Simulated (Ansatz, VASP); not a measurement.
InSb in VASP and in Ansatz

```xyz
2
Lattice="0.0000 2.9800 2.9800 2.9800 0.0000 2.9800 2.9800 2.9800 0.0000" Properties=species:S:1:pos:R:3 pbc="T T T"
In    0.0000    0.0000    0.0000
Sb    4.4700    4.4700    4.4700
```

Change from the starting cell: strain -0.080 along x and y, -0.080 along z, atoms carried along.

Alike in both runs: task single point; functional PBE; k mesh 12 × 12 × 12; occupations gaussian, width 0.15 eV; no spin polarisation.

|  | VASP | Ansatz |
| --- | --- | --- |
| version | VASP 6.6.1 | Ansatz 0.2.0 |
| potentials or method | VASP PAW PBE potentials, release 64 (In_d, Sb) | scalar-relativistic, plane waves, PAW |
| plane-wave cutoff (eV) | 520 | 420 |
| valence electrons in the cell | 18 | 28 |

```csv
,VASP,Ansatz,Ansatz less VASP
gap on the k mesh at the Fermi level (eV),0.73,0.75,+0.020
least direct gap on the mesh (eV),1.32,1.30,-0.014
pressure (GPa),25.6,25.6,+0.07
```

The two sets of potentials don't hold the same shells in valence.

Caveats: so large a pressure means that the cell lies far from this level's equilibrium, or that cutoff or potentials fall short (VASP); spin-orbit coupling is left out, which moves the levels of the heavy elements. A k mesh can miss the band edges.
